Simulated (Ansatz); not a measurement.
# Response of KI to small distortions

```yaml
crystal:
  lattice:
    - [0.00000, 3.52455, 3.52455]
    - [3.52455, 0.00000, 3.52455]
    - [3.52455, 3.52455, 0.00000]
  atoms:
    - { symbol: K, position: [0.00000, 0.00000, 0.00000] }
    - { symbol: I, position: [0.50000, 0.50000, 0.50000] }
```

Atoms are numbered in the order listed.

The cell is COD entry 9009735, as deposited and not checked against the literature; nothing was relaxed.

No spin–orbit coupling, which matters for the heavy atoms here.

Theory: Ansatz 0.2.0, DFT, PBE, all-electron LAPW, scalar-relativistic.

Numerical set-up: a Γ-centred 6×6×6 k mesh, Fermi–Dirac smearing of 0.02 eV, basis error target 0.25 meV/atom, no spin polarisation.

The unchanged cell is at 0.68 GPa.

x, y and z are the Cartesian axes of the cell as listed; fractional coordinates follow a strain, and an engineering shear is twice the off-diagonal strain component.

Question: With this change (xy engineering shear strain of +2 %), what becomes of the energy and stress and gap?

Answer: Energy change under 1 meV/atom; stress change (xx, yy, zz, yz, xz, xy) 0.00, 0.00, 0.00, 0.00, 0.00, -0.07 GPa, compression positive; gap on the k mesh 3.98 → 3.96 eV.

Question: With this change (z strained by +3 % at fixed volume), what becomes of the energy and stress and gap?

Answer: Energy change +5 meV/atom; stress change (xx, yy, zz, yz, xz, xy) 0.45, 0.45, -0.68, 0.00, 0.00, 0.00 GPa, compression positive; gap on the k mesh 3.98 → 3.98 eV.

Question: With this change (atom 1 (K) moved by (0.1200, 0.0000, 0.0000) Å), what becomes of the energy and stress and forces and gap?

Answer: Energy change +4 meV/atom; stress change (xx, yy, zz, yz, xz, xy) 0.21, -0.02, -0.02, 0.00, 0.00, 0.00 GPa, compression positive; change of the force on K1 (-0.139, 0.000, 0.000) eV/Å; gap on the k mesh 3.98 → 3.99 eV.

Question: What force constant does this one finite step give for K1 along its displacement (all its periodic images move with it)?

Answer: k = −ΔF·u/|u|² = 1.16 eV/Å², so the force pulls the atom back.
